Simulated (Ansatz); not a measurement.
# 1T-FeClBr monolayer in a perpendicular field

What dipole does a perpendicular field induce in the 1T-FeClBr monolayer? A positive field points along +c.

Program: Ansatz 0.2.0. Level of theory: plane-wave DFT, PBE-D3(BJ), Ansatz PAW. Results are calculated unless marked as measured.

## Step 1: The structure

The cell holds 3 atoms: 1 Br, 1 Fe and 1 Cl. Cell: a = 3.472 Å, b = 3.472 Å, c = 36.166 Å, α = 90.0°, β = 90.0°, γ = 120.0°. Vacuum lies along c.

## Step 2: Relaxing the slab

The starting cell is a guess, so the in-plane lattice and the atoms are relaxed first, with the slab cut off from its images along the normal.

File input.yaml:

```yaml
crystal:
  lattice:
    - [3.471932, 0.0, 0.0]
    - [-1.735966, 3.0067813122, 0.0]
    - [0.0, 0.0, 36.1655211805]
  atoms:
    - { symbol: Br, position: [0.6666666667, 0.3333333333, 0.4645308419] }
    - { symbol: Fe, position: [0.0, 0.0, 0.5046249647], spin: 4.0 }
    - { symbol: Cl, position: [0.3333333333, 0.6666666667, 0.5354691581] }
  periodic: [true, true, false]
magnetization:
  spin_polarized: true
kpoints:
  mp_grid: { grid: [12, 12, 1] }
hamiltonian:
  xc: pbe
  dispersion: d3bj
scf:
  occupations: { method: fermi_dirac, width: 0.05 }
  convergence: { dr2_threshold: 1.0e-09 }
relax:
  f_tol: 0.004
  max_steps: 90
  cell: {}
output:
  write_potential: true
  write_density: true
  volumetric_format: npy
```

Started as:

```sh
$ ansatz run input.yaml --threads 2 --pin off --max-ram 3072MiB --backend cpu --events-out ev --progress --plain --runs-dir out
```

Numbers of over 12 decimals in the logs are rounded to 6 here.

What it wrote:

```text
Warning: relax.cell: scf.convergence.dr2_threshold = 1e-9 eV is looser than the 1.90002905363e-10 eV advised for a relaxation that steers and ends on the stress (1e-10 eV for each atom of the cell: 3, times the square of relax.cell.stress_2d_tol = 0.05 N/m over 12.6 Å (the atoms' height at the walk's start and 5 Å past either face), 3.979e-2 GPa, over a crystal's default 0.05). What an SCF threshold leaves in a stress goes as its square root, and in the free energy as the threshold itself, and one threshold admits the most on a small cell: [figures from the program's tests cut] Set scf.convergence.dr2_threshold to 1.90002905363e-10 eV or tighter. [rest of the remark cut]
Engine: ansatz 0.2.0, x86_64-unknown-linux-gnu
Pseudopotentials: kind: paw
Pseudopotential: Br, paw, valence charge 7, recommended cutoff 420 eV (normal), Br.paw.azcp
Pseudopotential: Fe, paw, valence charge 16, recommended cutoff 420 eV (normal), Fe.paw.azcp
Pseudopotential: Cl, paw, valence charge 7, recommended cutoff 420 eV (normal), Cl.paw.azcp
Functional definition: PBE
  parameter kappa = 0.804
  parameter beta = 0.066725
  exchange = pbe_x(kappa = kappa, mu = beta*pi^2/3)
  correlation = pbe_c(beta = beta)
Crystal: 3 atoms, lattice volume = 377.544 Å³
Basis set: ecut = 420 eV, 7363 PW (Γ), exchange–correlation on 48×48×486 points (8 copies of the dense FFT grid, shifted against one another)
Bands: 21, of which v1, the nominal top of the filled ones, is band 15 counted from 1 (14 counted from 0)
Symmetry: 6 space group operations
Space group: P3m1 (ITA 156), of the structure as read, at distance tolerance 7.2e-5 Å
Magnetic group: BNS 156.49 (UNI 1279), of the structure as read, at distance tolerance 7.2e-5 Å
k-points: 19 of 144 (time reversal used)
Non-local potential: Br, projectors of the file, l = 0: 2, l = 1: 2, l = 2: 2
Non-local potential: Fe, projectors of the file, l = 0: 3, l = 1: 2, l = 2: 3, l = 3: 1
Non-local potential: Cl, projectors of the file, l = 0: 2, l = 1: 2, l = 2: 2
PAW form: soft (Blöchl's): semilocal exchange-correlation on the pseudo side does not see the compensation charge
PAW one-centre angular grid: Br, 110 points (default); XC on 64 Gauss nodes
PAW one-centre angular grid: Fe, 590 points (default); XC on 64 Gauss nodes
PAW one-centre angular grid: Cl, 110 points (default); XC on 64 Gauss nodes
Initial density: superposition of atomic densities (neutral atoms: chi_scale 0, normalization atom)
Starting moments: Σ|m| = 4 μB on 1 of 3 sites
Initial wavefunctions: pseudopotential atomic-orbital guess
Functional: x = pbe(κ = 0.804, μ = 0.219515), c = pbe(β = 0.066725)
iter 1 solved again at ethr=1.31e-3 eV; its pass at ethr=3.10e-3 eV (dr2=3.93e-1 eV) is discarded
SCF iter   1: F=—  HF=-8344.257329 eV  |F-HF|=—  |Δ(HF+E_count)|=         —  Δρ=6.60e-3 (↑6.55e-3 ↓6.60e-3)  dr2=3.91e-1  dr2_m=5.55e-2  M=4.000 μB ∫|m|=4.012 μB  β_m=0.30  ethr=1.31e-3  ⟨swp⟩=1.3  Hψ=9216  notcnv=0
Mixer restart at iter 1: flushing history
preconditioner: auto → LDOS  [metal: Δε(μ)=0.030 eV  Ē_g=10.892 eV  σ=0.050 eV  W_gap=0.15  n_scr=20 (ndim 8)  ℏωp=9.0 eV  f_vac=0.819  D(μ)=1.81/eV (n_scr^D=10)]
spin=Collinear: LDOS preconditioning applied to the charge; magnetization (m = ρ↑ − ρ↓) channel mixes plain (no charge-response kernel on spin).
SCF iter   2: F=—  HF=-8344.539636 eV  |F-HF|=—  |Δ(HF+E_count)|=   2.82e-1  Δρ=4.82e-3 (↑4.42e-3 ↓4.82e-3)  dr2=1.52e-1  dr2_m=2.96e-2  M=4.000 μB ∫|m|=4.013 μB  β_m=0.42  ethr=1.30e-3  ⟨swp⟩=4.9  Hψ=1985  notcnv=0  defer=4
SCF iter   3: F=—  HF=-8344.796734 eV  |F-HF|=—  |Δ(HF+E_count)|=         —  Δρ=3.85e-3 (↑3.85e-3 ↓2.84e-3)  dr2=4.01e-2  dr2_m=2.42e-2  M=4.000 μB ∫|m|=4.015 μB  β_m=0.42  ethr=5.06e-4  ⟨swp⟩=5.0  Hψ=2319  notcnv=0  defer=29
SCF iter   4: F=—  HF=-8344.834838 eV  |F-HF|=—  |Δ(HF+E_count)|=         —  Δρ=2.70e-3 (↑2.70e-3 ↓2.09e-3)  dr2=1.31e-2  dr2_m=1.42e-2  M=4.000 μB ∫|m|=4.015 μB  β_m=0.42  ethr=1.34e-4  ⟨swp⟩=2.3  Hψ=1073  notcnv=0  defer=31
SCF iter   5: F=—  HF=-8344.862837 eV  |F-HF|=—  |Δ(HF+E_count)|=   2.80e-2  Δρ=1.84e-3 (↑1.84e-3 ↓1.49e-3)  dr2=6.51e-3  dr2_m=7.00e-3  M=4.000 μB ∫|m|=4.016 μB  β_m=0.71  ethr=4.38e-5  ⟨swp⟩=2.3  Hψ=1142  notcnv=0  defer=31
SCF iter   6: F=—  HF=-8344.883352 eV  |F-HF|=—  |Δ(HF+E_count)|=   2.05e-2  Δρ=3.95e-4 (↑1.55e-4 ↓3.95e-4)  dr2=6.87e-4  dr2_m=1.47e-4  M=3.999 μB ∫|m|=4.019 μB  β_m=0.73  ethr=2.17e-5  ⟨swp⟩=3.4  Hψ=1859  notcnv=0  defer=31
SCF iter   7: F=—  HF=-8344.883814 eV  |F-HF|=—  |Δ(HF+E_count)|=   4.62e-4  Δρ=2.03e-4 (↑1.75e-4 ↓2.03e-4)  dr2=1.54e-4  dr2_m=5.20e-5  M=3.999 μB ∫|m|=4.019 μB  β_m=0.82  ethr=2.29e-6  ⟨swp⟩=3.1  Hψ=1695  notcnv=0  defer=32
SCF iter   8: F=—  HF=-8344.883903 eV  |F-HF|=—  |Δ(HF+E_count)|=   8.90e-5  Δρ=1.13e-4 (↑6.52e-5 ↓1.13e-4)  dr2=9.37e-5  dr2_m=9.24e-6  M=3.999 μB ∫|m|=4.019 μB  β_m=0.74  ethr=5.12e-7  ⟨swp⟩=2.7  Hψ=1652  notcnv=0  defer=32
SCF iter   9: F=—  HF=-8344.883902 eV  |F-HF|=—  |Δ(HF+E_count)|=   1.64e-6  Δρ=3.07e-5 (↑8.29e-6 ↓3.07e-5)  dr2=2.02e-6  dr2_m=8.75e-7  M=3.999 μB ∫|m|=4.019 μB  β_m=0.83  ethr=3.12e-7  ⟨swp⟩=3.0  Hψ=1620  notcnv=0  defer=32
SCF iter  10: F=—  HF=-8344.883913 eV  |F-HF|=—  |Δ(HF+E_count)|=   1.14e-5  Δρ=8.50e-6 (↑8.50e-6 ↓4.98e-6)  dr2=5.61e-7  dr2_m=7.13e-8  M=3.999 μB ∫|m|=4.019 μB  β_m=0.79  ethr=6.74e-9  ⟨swp⟩=2.9  Hψ=1749  notcnv=0  defer=32
SCF iter  11: F=—  HF=-8344.883913 eV  |F-HF|=—  |Δ(HF+E_count)|=   1.45e-7  Δρ=2.49e-6 (↑2.36e-6 ↓2.49e-6)  dr2=7.64e-8  dr2_m=1.25e-8  M=3.999 μB ∫|m|=4.019 μB  β_m=0.76  ethr=1.87e-9  ⟨swp⟩=2.7  Hψ=1379  notcnv=0  defer=32
SCF iter  12: F=—  HF=-8344.883913 eV  |F-HF|=—  |Δ(HF+E_count)|=   8.42e-8  Δρ=9.34e-7 (↑7.98e-7 ↓9.34e-7)  dr2=7.10e-9  dr2_m=1.03e-9  M=3.999 μB ∫|m|=4.019 μB  β_m=0.75  ethr=2.55e-10  ⟨swp⟩=3.1  Hψ=1652  notcnv=0  defer=32
SCF iter  13: F=—  HF=-8344.883913 eV  |F-HF|=—  |Δ(HF+E_count)|=   2.68e-8  Δρ=3.34e-7 (↑3.34e-7 ↓2.11e-7)  dr2=3.63e-10  dr2_m=1.84e-10  M=3.999 μB ∫|m|=4.019 μB  β_m=0.76  ethr=2.37e-11  ⟨swp⟩=2.9  Hψ=1570  notcnv=0  defer=32
SCF iter  14: F=-8344.883913 eV  HF=-8344.883913 eV  |F-HF|=2.07e-10  |Δ(HF+E_count)|=  9.20e-10  Δρ=7.22e-8 (↑3.89e-8 ↓7.22e-8)  dr2=1.10e-11  dr2_m=8.30e-12  M=3.999 μB ∫|m|=4.019 μB  ethr=1.21e-12  ⟨swp⟩=7.7  Hψ=5766  notcnv=0
SCF 1 converged in 14 iterations: F = -8344.883913 eV  dr2 = 1.10e-11
  greatest PAW one-centre occupation: 1.005 electrons in one spin orbital (limit 2), on the Fe atom at site 1 (counted from 0), in its partial waves of l = 1
[...]
spin=Collinear: LDOS preconditioning applied to the charge; magnetization (m = ρ↑ − ρ↓) channel mixes plain (no charge-response kernel on spin).
SCF iter   2: F=—  HF=-8345.490888 eV  |F-HF|=—  |Δ(HF+E_count)|=   9.44e-3  Δρ=6.51e-5 (↑6.51e-5 ↓3.71e-5)  dr2=1.28e-6  dr2_m=1.06e-6  M=4.000 μB ∫|m|=4.027 μB  β_m=0.63  ethr=2.65e-8  ⟨swp⟩=3.9  Hψ=2335  notcnv=0
SCF iter   3: F=—  HF=-8345.493107 eV  |F-HF|=—  |Δ(HF+E_count)|=   2.22e-3  Δρ=6.87e-6 (↑6.87e-6 ↓4.27e-6)  dr2=2.69e-7  dr2_m=1.15e-8  M=4.000 μB ∫|m|=4.027 μB  β_m=0.59  ethr=4.28e-9  ⟨swp⟩=3.6  Hψ=1835  notcnv=0
SCF iter   4: F=—  HF=-8345.493173 eV  |F-HF|=—  |Δ(HF+E_count)|=   6.64e-5  Δρ=1.30e-6 (↑1.30e-6 ↓8.59e-7)  dr2=7.26e-9  dr2_m=1.10e-9  M=4.000 μB ∫|m|=4.027 μB  β_m=0.58  ethr=8.97e-10  ⟨swp⟩=2.9  Hψ=1509  notcnv=0  defer=1
SCF iter   5: F=—  HF=-8345.493312 eV  |F-HF|=—  |Δ(HF+E_count)|=   1.39e-4  Δρ=5.19e-7 (↑5.19e-7 ↓5.15e-7)  dr2=5.61e-9  dr2_m=5.35e-10  M=4.000 μB ∫|m|=4.027 μB  β_m=0.73  ethr=2.42e-11  ⟨swp⟩=4.3  Hψ=2389  notcnv=0  defer=7
SCF iter   6: F=—  HF=-8345.493312 eV  |F-HF|=—  |Δ(HF+E_count)|=   1.21e-7  Δρ=2.24e-7 (↑2.24e-7 ↓2.05e-7)  dr2=1.22e-9  dr2_m=6.33e-11  M=4.000 μB ∫|m|=4.027 μB  β_m=0.72  ethr=1.87e-11  ⟨swp⟩=2.1  Hψ=1245  notcnv=0  defer=7
iter 7 met the thresholds in force, and the SCF goes on: an eigenvalue changes by 3.98 meV, over its tolerance of 0.05 meV (output.eigenvalues, Limitations)
SCF iter   7: F=-8345.493312 eV  HF=-8345.493312 eV  |F-HF|=2.27e-9  |Δ(HF+E_count)|=   8.22e-9  Δρ=8.41e-8 (↑8.41e-8 ↓7.23e-8)  dr2=6.33e-11  dr2_m=4.97e-12  M=4.000 μB ∫|m|=4.027 μB  β_m=0.68  ethr=3.33e-12  ⟨swp⟩=16.6  Hψ=6779  notcnv=0
iter 8 met the thresholds in force, and the SCF goes on: an eigenvalue changes by 2.04 meV, over its tolerance of 0.05 meV (output.eigenvalues, Limitations)
SCF iter   8: F=-8345.493312 eV  HF=-8345.493312 eV  |F-HF|=4.86e-10  |Δ(HF+E_count)|=   1.71e-9  Δρ=3.45e-8 (↑2.28e-8 ↓3.45e-8)  dr2=1.67e-11  dr2_m=1.62e-12  M=4.000 μB ∫|m|=4.027 μB  β_m=1.00  ethr=1.00e-12  ⟨swp⟩=6.4  Hψ=4472  notcnv=0
Mixer restart at iter 8: flushing history
iter 9 met the thresholds in force, and the SCF goes on: an eigenvalue changes by 0.08 meV, over its tolerance of 0.05 meV (output.eigenvalues, Limitations)
SCF iter   9: F=-8345.493312 eV  HF=-8345.493312 eV  |F-HF|=2.87e-10  |Δ(HF+E_count)|=  5.93e-10  Δρ=7.76e-8 (↑4.22e-8 ↓7.76e-8)  dr2=2.54e-10  dr2_m=1.77e-12  M=4.000 μB ∫|m|=4.027 μB  β_m=1.00  ethr=1.00e-12  ⟨swp⟩=8.1  Hψ=4728  notcnv=0  κ⁻¹=1.0e0(r=1)
SCF iter  10: F=-8345.493312 eV  HF=-8345.493312 eV  |F-HF|=9.09e-12  |Δ(HF+E_count)|=  7.82e-11  Δρ=1.24e-8 (↑8.84e-9 ↓1.24e-8)  dr2=6.34e-12  dr2_m=7.59e-14  M=4.000 μB ∫|m|=4.027 μB  ethr=1.00e-12  ⟨swp⟩=6.2  Hψ=4268  notcnv=0
WARN: dispersion: an atom stands within reach of a switch of its C6 between two reference coordination numbers of its element: through that C6 alone, e_disp changes by 0.025 eV or more while the distances to its neighbours run over a stretch of 0.05 Å that contains this geometry (sites counted from 0 in the run's list of atoms or, in a supercell that it derives, in that cell's: here a list of 3) — site 1 (Fe): coordination number 5.274 (about 4.98 to 5.57 with every neighbour 0.05 Å farther or nearer), switch near 5.393 between the references 1.648 (weight 1.00) and 9.138 (weight 0.00), e_disp changing by some 0.12 eV. [rest of the remark cut]
SCF 14 converged in 10 iterations: F = -8345.493312 eV  dr2 = 6.34e-12
relax step  14: F+E_penalty+E_count = -8345.49331241 eV  Δ(F+E_penalty+E_count) = -6.881e-4 eV  max|allowed force component| = 1.039e-3 eV/Å  Δτ_max = 0.0000 Å  P = -0.001 N/m  Ω = 401.738 Å³  fix = [c, alpha, beta]  reactions: c -0.000 N/m  stress off target by 6.79e-4 N/m on what of the cell is left free  SCF on the basis re-selected at this cell (its energy is not comparable with the rows above)  (10 SCF iters)
basis re-selected at this cell: Δ(F+E_penalty+E_count) = -6.881e-4 eV, ΔP = +0.001 N/m vs the last step (what re-selecting the basis moved, of the pressure what is left beyond the Pulay correction that the steps carried, after the strain that the cell walked since its last selection, with what the two solves' SCF thresholds leave and, on support functions, any second-order correction that the steps lacked; it is no m [...]
WARN: The output density's exchange-correlation potential varies sharply where the density is thin. Do not read a vacuum level from v_tot or v_xc, or from such a field of the output density. On a cell that repeats whose density bears no net charge and no dipole along the vacuum's axis use v_es (v_loc + v_h of the components); under efield.dipole_correction with no amplitude use v_es + v_field, which holds any externa [...]
SCF converged after 10 iterations
an eigenvalue changed by more than its tolerance at an iteration that met the thresholds in force, so the SCF went on 3 times, its first undamped step at iteration 8: the last check found none over its tolerance
Magnetization: 4.0000 μB (17.0000 up, 13.0000 down)
Absolute magnetization: 4.0260 μB (∫|ρ↑−ρ↓|, with the PAW one-centre terms)
Spin contamination: 0.0145 ħ² per cell (⟨S²⟩ above its minimum at these occupations)
Per-site moments (μB) at R_I (Å): [(0.174172, 1.068851), (3.452800, 1.019327), (0.149135, 1.019327)]
Free energy (F): -8345.493312 eV
Harris-Foulkes:  -8345.493312 eV  (|F-HF|=9.09e-12)
Internal energy: -8345.474123 eV  (E = F + TS)
E sigma→0 (E₀):  -8345.483718 eV
Entropy (-TS):   -0.019189 eV (-6.396 meV/atom)
Fermi energy:    -5.255825 eV
--- Per-component energies (eV) ---
  E_band       = -780.583454
  E_kinetic    = 634.908450
  E_local      = -60409.563661  (includes V_loc(G=0)·N_el)
  E_nonlocal   = 329.759989
  E_hartree    = 29675.588663
  E_xc         = -485.171388
  E_vxc        = -371.615008  (∫ρ·V_xc dr)
  E_paw        = -4277.743245  (= ΣΔE_a)
  E_vpaw       = -315.251587  (= ΣTr[D̂ρ^β])
  E_aug_tail   = 0.000943  (compensation charges beyond the density's cutoff)
  E_ewald      = 26187.381050
  E_disp       = -0.634924  (pairwise vdW)
  E_smearing   = -0.019189  (= −TS)
  E_closure    = -0.000000  (closes the sum)
  Σ components = -8345.493312   (vs F -8345.493312, Δ=0.00e0)
--- Forces (eV/Å), atoms counted from 1 ---
  atom   1  Br     0.00000000    -0.00000000     0.00103946
  atom   2  Fe    -0.00000000     0.00000000    -0.00003885
  atom   3  Cl     0.00000000     0.00000000    -0.00100058
  max |Σ_I F_I| component: 2.88e-8 eV/Å
--- 2D stress c σ (N/m, compression-positive) ---
       -0.000679       0.000000       0.000000
        0.000000      -0.000679      -0.000000
        0.000000      -0.000000      -0.000000
  P = ½ c Tr σ = -0.0007 N/m
--- Band table (eV; the first three rows and the last of 38) ---
  k-point 0 ↑: bands = [... 11 lower, -8.3670, -8.2057, -7.6313, -7.6313, -6.0475, -6.0475, -2.1193, -0.7374, ... 2 higher]
  k-point 1 ↑: bands = [... 11 lower, -8.4332, -8.2562, -7.6515, -7.5969, -6.2908, -6.0916, -1.8598, -0.5097, ... 2 higher]
  k-point 2 ↑: bands = [... 11 lower, -8.4022, -8.2171, -7.6916, -7.5781, -6.7369, -6.1824, -1.2662, -0.1745, ... 2 higher]
  k-point 18 ↓: bands = [... 11 lower, -8.6470, -5.0630, -4.9863, -4.8584, -3.9448, -3.7636, 0.1597, 1.5731, ... 2 higher]
  the weakly bound empty levels are not read free of the cell's end (no_gap_told)
--- Relaxed structure (13 steps of the walk, 11 accepted, 1 SCFs on fresh bases) ---
  F+E_penalty+E_count = -8345.49331241 eV   max|allowed force component| = 1.039e-3 eV/Å   (the final SCF, on the basis selected at the relaxed cell)
  cell:  # Å, volume = 401.7382 Å³
    - [3.581450, 0, 0]
    - [-1.790725, 3.101627, 0]
    - [0, 0, 36.1655211805]
  atoms:
    - { symbol: Br, position: [0.666667, 0.333333, 0.460285] }
    - { symbol: Fe, position: [0, 0, 0.503464] }
    - { symbol: Cl, position: [0.333333, 0.666667, 0.540876] }
```

Run time: 3 min. Hardware: 2 threads of Intel Xeon 6975P-C (Granite Rapids), shared host; peak memory 0.76 GiB; 5.6 min of CPU time.

Step by step:

```
step  energy less that of the first step (eV)  largest force component (eV/Å)  volume (Å³)
   1                                   0.0000                          2.3448       377.54
   2                                  -0.4201                          0.7690       379.92
   3                                  -0.4435                          0.4497       380.23
   4                                  -0.5634                          2.7010       391.86
   5                                  -0.2688                          1.3748       430.25
   6                                  -0.5443                          0.7241       398.63
   7                                  -0.5930                          0.3478       394.87
   8                                  -0.6065                          0.0864       406.14
   9                                  -0.6069                          0.0807       405.50
  10                                  -0.6079                          0.0777       403.67
  11                                  -0.6086                          0.0284       402.36
  12                                  -0.6087                          0.0058       401.64
  13                                  -0.6087                          0.0009       401.74
 14*                                  -0.6094                          0.0010       401.74
```

Relaxation steps marked * repeat the geometry before them on a plane-wave basis chosen anew for their cell, so energy and pressure can jump there. Relaxation steps 5, 6 were tried and not accepted.

Forces are held to the 6 operations that the run works with; a distortion that breaks them can't arise in this run.

```
cell as run  before  after  change
      a (Å)   3.472  3.581  +3.2 %
      b (Å)   3.472  3.581  +3.2 %
```

The atoms that moved most (Å, along periodic axes as changes of fractional coordinates times the final cell, across vacuum about the mean position):

```
atom     dx     dy      dz  length
 Cl3  0.000  0.000   0.196   0.196
 Br1  0.000  0.000  -0.154   0.154
 Fe2  0.000  0.000  -0.042   0.042
```

The relaxed structure:

```
Br Fe Cl
1.0
     3.58145    0.00000    0.00000
    -1.79073    3.10163    0.00000
     0.00000    0.00000   36.16552
Br Fe Cl
1 1 1
Direct
  0.66667 0.33333 0.46029
  0.00000 0.00000 0.50346
  0.33333 0.66667 0.54088
```

Numbers from this step:

```
energy at zero smearing : -8345.4837 eV
total moment            : 4.000 μB
site moments            : 0.1742, 3.453, 0.1491 μB
```

Site moment by atom:

```
atom  site moment (μB)
 Br1              0.17
 Fe2              3.45
 Cl3              0.15
```

The lattice constant a goes from 3.472 to 3.581 Å.

(Part 1 of 2 ends here.)

[Logs are printed without paths, hosts, clocks, repeated set-up lines and the standing remarks that a program may print on its own settings, such as how far it seeks lower states.]

[Hosts, paths, dates, database ids (printed as entryN), source tags and the programs' standing remarks are cut or masked in the printed files.]

[Maps of the electrostatic potential energy from Ansatz leave out the sawtooth potential of an applied field or a dipole correction, so their vacuum need not be flat; planar profiles and work functions include it.]
